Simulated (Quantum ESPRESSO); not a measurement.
Input of a Quantum ESPRESSO 7.5 run:

Contents of pw.in:

```
&CONTROL
  calculation = 'scf'
  prefix = 'pwscf'
  outdir = './tmp'
  pseudo_dir = './pseudo'
  tprnfor = .true.
  tstress = .true.
  disk_io = 'low'
/
&SYSTEM
  ibrav = 0
  celldm(1) = 8
  nat = 3
  ntyp = 2
  ecutwfc = 86
  nbnd = 32
  occupations = 'smearing'
  smearing = 'fd'
  degauss = 0.00367493
/
&ELECTRONS
  conv_thr = 6d-10
  electron_maxstep = 120
  mixing_beta = 0.5
/
ATOMIC_SPECIES
Sn   118.7100 Sn.upf
Se    78.9710 Se.upf
CELL_PARAMETERS alat
  0.9002182826186   0.0000000000000   0.0000000000000
 -0.4501091413093   0.7796119016936   0.0000000000000
  0.0000000000000   0.0000000000000   1.4494199375880
ATOMIC_POSITIONS crystal
Sn     0.0000000000    0.0000000000    0.0000000000
Se     0.6666666667    0.3333333333    0.7510000000
Se     0.3333333333    0.6666666667    0.2490000000
K_POINTS automatic
8 8 5 0 0 0
```

File nscf.in:

```
&CONTROL
  calculation = 'nscf'
  prefix = 'pwscf'
  outdir = './tmp'
  pseudo_dir = './pseudo'
  disk_io = 'low'
/
&SYSTEM
  ibrav = 0
  celldm(1) = 8
  nat = 3
  ntyp = 2
  ecutwfc = 86
  nbnd = 25
  occupations = 'smearing'
  smearing = 'fd'
  degauss = 0.00367493
  nosym = .true.
  noinv = .true.
/
&ELECTRONS
  conv_thr = 1d-09
  electron_maxstep = 120
  mixing_beta = 0.5
  diago_full_acc = .true.
  startingwfc = 'random'
/
ATOMIC_SPECIES
Sn   118.7100 Sn.upf
Se    78.9710 Se.upf
CELL_PARAMETERS alat
  0.9002182826186   0.0000000000000   0.0000000000000
 -0.4501091413093   0.7796119016936   0.0000000000000
  0.0000000000000   0.0000000000000   1.4494199375880
ATOMIC_POSITIONS crystal
Sn     0.0000000000    0.0000000000    0.0000000000
Se     0.6666666667    0.3333333333    0.7510000000
Se     0.3333333333    0.6666666667    0.2490000000
K_POINTS crystal
75
  0.00000000   0.00000000   0.00000000 1.33333333e-02
  0.00000000   0.00000000   0.33333333 1.33333333e-02
  0.00000000   0.00000000   0.66666667 1.33333333e-02
  0.00000000   0.20000000   0.00000000 1.33333333e-02
  0.00000000   0.20000000   0.33333333 1.33333333e-02
  0.00000000   0.20000000   0.66666667 1.33333333e-02
  0.00000000   0.40000000   0.00000000 1.33333333e-02
  0.00000000   0.40000000   0.33333333 1.33333333e-02
  0.00000000   0.40000000   0.66666667 1.33333333e-02
  0.00000000   0.60000000   0.00000000 1.33333333e-02
  0.00000000   0.60000000   0.33333333 1.33333333e-02
  0.00000000   0.60000000   0.66666667 1.33333333e-02
  0.00000000   0.80000000   0.00000000 1.33333333e-02
  0.00000000   0.80000000   0.33333333 1.33333333e-02
  0.00000000   0.80000000   0.66666667 1.33333333e-02
  0.20000000   0.00000000   0.00000000 1.33333333e-02
  0.20000000   0.00000000   0.33333333 1.33333333e-02
  0.20000000   0.00000000   0.66666667 1.33333333e-02
  0.20000000   0.20000000   0.00000000 1.33333333e-02
  0.20000000   0.20000000   0.33333333 1.33333333e-02
  0.20000000   0.20000000   0.66666667 1.33333333e-02
  0.20000000   0.40000000   0.00000000 1.33333333e-02
  0.20000000   0.40000000   0.33333333 1.33333333e-02
  0.20000000   0.40000000   0.66666667 1.33333333e-02
  0.20000000   0.60000000   0.00000000 1.33333333e-02
  0.20000000   0.60000000   0.33333333 1.33333333e-02
  0.20000000   0.60000000   0.66666667 1.33333333e-02
  0.20000000   0.80000000   0.00000000 1.33333333e-02
  0.20000000   0.80000000   0.33333333 1.33333333e-02
  0.20000000   0.80000000   0.66666667 1.33333333e-02
  0.40000000   0.00000000   0.00000000 1.33333333e-02
  0.40000000   0.00000000   0.33333333 1.33333333e-02
  0.40000000   0.00000000   0.66666667 1.33333333e-02
  0.40000000   0.20000000   0.00000000 1.33333333e-02
  0.40000000   0.20000000   0.33333333 1.33333333e-02
  0.40000000   0.20000000   0.66666667 1.33333333e-02
  0.40000000   0.40000000   0.00000000 1.33333333e-02
  0.40000000   0.40000000   0.33333333 1.33333333e-02
  0.40000000   0.40000000   0.66666667 1.33333333e-02
  0.40000000   0.60000000   0.00000000 1.33333333e-02
  0.40000000   0.60000000   0.33333333 1.33333333e-02
  0.40000000   0.60000000   0.66666667 1.33333333e-02
  0.40000000   0.80000000   0.00000000 1.33333333e-02
  0.40000000   0.80000000   0.33333333 1.33333333e-02
  0.40000000   0.80000000   0.66666667 1.33333333e-02
  0.60000000   0.00000000   0.00000000 1.33333333e-02
  0.60000000   0.00000000   0.33333333 1.33333333e-02
  0.60000000   0.00000000   0.66666667 1.33333333e-02
  0.60000000   0.20000000   0.00000000 1.33333333e-02
  0.60000000   0.20000000   0.33333333 1.33333333e-02
  0.60000000   0.20000000   0.66666667 1.33333333e-02
  0.60000000   0.40000000   0.00000000 1.33333333e-02
  0.60000000   0.40000000   0.33333333 1.33333333e-02
  0.60000000   0.40000000   0.66666667 1.33333333e-02
  0.60000000   0.60000000   0.00000000 1.33333333e-02
  0.60000000   0.60000000   0.33333333 1.33333333e-02
  0.60000000   0.60000000   0.66666667 1.33333333e-02
  0.60000000   0.80000000   0.00000000 1.33333333e-02
  0.60000000   0.80000000   0.33333333 1.33333333e-02
  0.60000000   0.80000000   0.66666667 1.33333333e-02
  0.80000000   0.00000000   0.00000000 1.33333333e-02
  0.80000000   0.00000000   0.33333333 1.33333333e-02
  0.80000000   0.00000000   0.66666667 1.33333333e-02
  0.80000000   0.20000000   0.00000000 1.33333333e-02
  0.80000000   0.20000000   0.33333333 1.33333333e-02
  0.80000000   0.20000000   0.66666667 1.33333333e-02
  0.80000000   0.40000000   0.00000000 1.33333333e-02
  0.80000000   0.40000000   0.33333333 1.33333333e-02
  0.80000000   0.40000000   0.66666667 1.33333333e-02
  0.80000000   0.60000000   0.00000000 1.33333333e-02
  0.80000000   0.60000000   0.33333333 1.33333333e-02
  0.80000000   0.60000000   0.66666667 1.33333333e-02
  0.80000000   0.80000000   0.00000000 1.33333333e-02
  0.80000000   0.80000000   0.33333333 1.33333333e-02
  0.80000000   0.80000000   0.66666667 1.33333333e-02
```

The input pw2wan.in:

```
&INPUTPP
  prefix = 'pwscf'
  outdir = './tmp'
  seedname = 'w'
  write_mmn = .true.
  write_amn = .true.
  scdm_proj = .true.
  scdm_entanglement = 'isolated'
/
```

bands.in

```
&CONTROL
  calculation = 'bands'
  prefix = 'pwscf'
  outdir = './tmp'
  pseudo_dir = './pseudo'
  disk_io = 'low'
/
&SYSTEM
  ibrav = 0
  celldm(1) = 8
  nat = 3
  ntyp = 2
  ecutwfc = 86
  nbnd = 25
  occupations = 'smearing'
  smearing = 'fd'
  degauss = 0.00367493
/
&ELECTRONS
  conv_thr = 1d-08
  electron_maxstep = 120
  mixing_beta = 0.5
  diago_full_acc = .true.
  startingwfc = 'random'
/
ATOMIC_SPECIES
Sn   118.7100 Sn.upf
Se    78.9710 Se.upf
CELL_PARAMETERS alat
  0.9002182826186   0.0000000000000   0.0000000000000
 -0.4501091413093   0.7796119016936   0.0000000000000
  0.0000000000000   0.0000000000000   1.4494199375880
ATOMIC_POSITIONS crystal
Sn     0.0000000000    0.0000000000    0.0000000000
Se     0.6666666667    0.3333333333    0.7510000000
Se     0.3333333333    0.6666666667    0.2490000000
K_POINTS crystal
66
  0.00000000   0.00000000   0.00000000 1
  0.05555600   0.00000000   0.00000000 1
  0.11111100   0.00000000   0.00000000 1
  0.16666700   0.00000000   0.00000000 1
  0.22222200   0.00000000   0.00000000 1
  0.27777800   0.00000000   0.00000000 1
  0.33333300   0.00000000   0.00000000 1
  0.38888900   0.00000000   0.00000000 1
  0.44444400   0.00000000   0.00000000 1
  0.50000000   0.00000000   0.00000000 1
  0.46666700   0.06666700   0.00000000 1
  0.43333300   0.13333300   0.00000000 1
  0.40000000   0.20000000   0.00000000 1
  0.36666700   0.26666700   0.00000000 1
  0.33333300   0.33333300   0.00000000 1
  0.30000000   0.30000000   0.00000000 1
  0.26666700   0.26666700   0.00000000 1
  0.23333300   0.23333300   0.00000000 1
  0.20000000   0.20000000   0.00000000 1
  0.16666700   0.16666700   0.00000000 1
  0.13333300   0.13333300   0.00000000 1
  0.10000000   0.10000000   0.00000000 1
  0.06666700   0.06666700   0.00000000 1
  0.03333300   0.03333300   0.00000000 1
  0.00000000   0.00000000   0.00000000 1
  0.00000000   0.00000000   0.10000000 1
  0.00000000   0.00000000   0.20000000 1
  0.00000000   0.00000000   0.30000000 1
  0.00000000   0.00000000   0.40000000 1
  0.00000000   0.00000000   0.50000000 1
  0.05555600   0.00000000   0.50000000 1
  0.11111100   0.00000000   0.50000000 1
  0.16666700   0.00000000   0.50000000 1
  0.22222200   0.00000000   0.50000000 1
  0.27777800   0.00000000   0.50000000 1
  0.33333300   0.00000000   0.50000000 1
  0.38888900   0.00000000   0.50000000 1
  0.44444400   0.00000000   0.50000000 1
  0.50000000   0.00000000   0.50000000 1
  0.46666700   0.06666700   0.50000000 1
  0.43333300   0.13333300   0.50000000 1
  0.40000000   0.20000000   0.50000000 1
  0.36666700   0.26666700   0.50000000 1
  0.33333300   0.33333300   0.50000000 1
  0.30000000   0.30000000   0.50000000 1
  0.26666700   0.26666700   0.50000000 1
  0.23333300   0.23333300   0.50000000 1
  0.20000000   0.20000000   0.50000000 1
  0.16666700   0.16666700   0.50000000 1
  0.13333300   0.13333300   0.50000000 1
  0.10000000   0.10000000   0.50000000 1
  0.06666700   0.06666700   0.50000000 1
  0.03333300   0.03333300   0.50000000 1
  0.00000000   0.00000000   0.50000000 1
  0.50000000   0.00000000   0.50000000 1
  0.50000000   0.00000000   0.40000000 1
  0.50000000   0.00000000   0.30000000 1
  0.50000000   0.00000000   0.20000000 1
  0.50000000   0.00000000   0.10000000 1
  0.50000000   0.00000000   0.00000000 1
  0.33333300   0.33333300   0.00000000 1
  0.33333300   0.33333300   0.10000000 1
  0.33333300   0.33333300   0.20000000 1
  0.33333300   0.33333300   0.30000000 1
  0.33333300   0.33333300   0.40000000 1
  0.33333300   0.33333300   0.50000000 1
```

The input w.win:

```
num_wann = 23
num_bands = 23
auto_projections = true
num_iter = 0
search_shells = 100
kmesh_tol = 1.0d-4
conv_tol = 1.0d-8
conv_window = 4
num_print_cycles = 200
fermi_energy = 8.6301
bands_plot = true
write_hr = true
mp_grid = 5 5 3
exclude_bands = 24-25
begin unit_cell_cart
ang
  3.8110000000   0.0000000000   0.0000000000
 -1.9055000000   3.3004228138   0.0000000000
  0.0000000000   0.0000000000   6.1360000000
end unit_cell_cart
begin atoms_frac
Sn   0.0000000000   0.0000000000   0.0000000000
Se   0.6666666667   0.3333333333   0.7510000000
Se   0.3333333333   0.6666666667   0.2490000000
end atoms_frac
begin kpoint_path
G   0.0000000000   0.0000000000   0.0000000000  M   0.5000000000   0.0000000000   0.0000000000
M   0.5000000000   0.0000000000   0.0000000000  K   0.3333333333   0.3333333333   0.0000000000
K   0.3333333333   0.3333333333   0.0000000000  G   0.0000000000   0.0000000000   0.0000000000
G   0.0000000000   0.0000000000   0.0000000000  A   0.0000000000   0.0000000000   0.5000000000
A   0.0000000000   0.0000000000   0.5000000000  L   0.5000000000   0.0000000000   0.5000000000
L   0.5000000000   0.0000000000   0.5000000000  H   0.3333333333   0.3333333333   0.5000000000
H   0.3333333333   0.3333333333   0.5000000000  A   0.0000000000   0.0000000000   0.5000000000
L   0.5000000000   0.0000000000   0.5000000000  M   0.5000000000   0.0000000000   0.0000000000
K   0.3333333333   0.3333333333   0.0000000000  H   0.3333333333   0.3333333333   0.5000000000
end kpoint_path
bands_num_points = 9
begin kpoints
  0.00000000   0.00000000   0.00000000
  0.00000000   0.00000000   0.33333333
  0.00000000   0.00000000   0.66666667
  0.00000000   0.20000000   0.00000000
  0.00000000   0.20000000   0.33333333
  0.00000000   0.20000000   0.66666667
  0.00000000   0.40000000   0.00000000
  0.00000000   0.40000000   0.33333333
  0.00000000   0.40000000   0.66666667
  0.00000000   0.60000000   0.00000000
  0.00000000   0.60000000   0.33333333
  0.00000000   0.60000000   0.66666667
  0.00000000   0.80000000   0.00000000
  0.00000000   0.80000000   0.33333333
  0.00000000   0.80000000   0.66666667
  0.20000000   0.00000000   0.00000000
  0.20000000   0.00000000   0.33333333
  0.20000000   0.00000000   0.66666667
  0.20000000   0.20000000   0.00000000
  0.20000000   0.20000000   0.33333333
  0.20000000   0.20000000   0.66666667
  0.20000000   0.40000000   0.00000000
  0.20000000   0.40000000   0.33333333
  0.20000000   0.40000000   0.66666667
  0.20000000   0.60000000   0.00000000
  0.20000000   0.60000000   0.33333333
  0.20000000   0.60000000   0.66666667
  0.20000000   0.80000000   0.00000000
  0.20000000   0.80000000   0.33333333
  0.20000000   0.80000000   0.66666667
  0.40000000   0.00000000   0.00000000
  0.40000000   0.00000000   0.33333333
  0.40000000   0.00000000   0.66666667
  0.40000000   0.20000000   0.00000000
  0.40000000   0.20000000   0.33333333
  0.40000000   0.20000000   0.66666667
  0.40000000   0.40000000   0.00000000
  0.40000000   0.40000000   0.33333333
  0.40000000   0.40000000   0.66666667
  0.40000000   0.60000000   0.00000000
  0.40000000   0.60000000   0.33333333
  0.40000000   0.60000000   0.66666667
  0.40000000   0.80000000   0.00000000
  0.40000000   0.80000000   0.33333333
  0.40000000   0.80000000   0.66666667
  0.60000000   0.00000000   0.00000000
  0.60000000   0.00000000   0.33333333
  0.60000000   0.00000000   0.66666667
  0.60000000   0.20000000   0.00000000
  0.60000000   0.20000000   0.33333333
  0.60000000   0.20000000   0.66666667
  0.60000000   0.40000000   0.00000000
  0.60000000   0.40000000   0.33333333
  0.60000000   0.40000000   0.66666667
  0.60000000   0.60000000   0.00000000
  0.60000000   0.60000000   0.33333333
  0.60000000   0.60000000   0.66666667
  0.60000000   0.80000000   0.00000000
  0.60000000   0.80000000   0.33333333
  0.60000000   0.80000000   0.66666667
  0.80000000   0.00000000   0.00000000
  0.80000000   0.00000000   0.33333333
  0.80000000   0.00000000   0.66666667
  0.80000000   0.20000000   0.00000000
  0.80000000   0.20000000   0.33333333
  0.80000000   0.20000000   0.66666667
  0.80000000   0.40000000   0.00000000
  0.80000000   0.40000000   0.33333333
  0.80000000   0.40000000   0.66666667
  0.80000000   0.60000000   0.00000000
  0.80000000   0.60000000   0.33333333
  0.80000000   0.60000000   0.66666667
  0.80000000   0.80000000   0.00000000
  0.80000000   0.80000000   0.33333333
  0.80000000   0.80000000   0.66666667
end kpoints
```

Potentials or basis: PseudoDojo 0.4.1 SR LDA standard.

Command:

```bash
$ OMP_NUM_THREADS=1 pw.x -in pw.in > pw.out
$ OMP_NUM_THREADS=1 pw.x -in nscf.in > nscf.out
$ wannier90.x -pp w
$ OMP_NUM_THREADS=1 pw2wannier90.x -in pw2wan.in > pw2wan.out
$ wannier90.x w
$ OMP_NUM_THREADS=1 pw.x -in bands.in > bands.out
```

**Question.** Estimate the total Wannier spread.

**Answer.** 23.01 Å² over 23 functions.

**Question.** Estimate the RMS miss of the Wannier bands.

**Answer.** 0.051 eV.

**Question.** Estimate the band gap on the k mesh.

**Answer.** 0.65 eV, indirect (least direct gap 0.84 eV).

**Question.** What does it give for the pressure?

**Answer.** 0.9 GPa.

**Question.** Predict the largest force.

**Answer.** 0.495 eV/Å.

Parts of the spread (Å²): invariant 16.78, diagonal 0.148, off-diagonal 6.08, total 23.01. Against the direct bands the interpolation misses by 51 meV (root mean square) and 304 meV at most, for states up to 1 eV over the reference level.

Caveat: spin-orbit coupling is left out, which moves the levels of the heavy elements; the mesh misses the band edges, which the band path finds closer together.
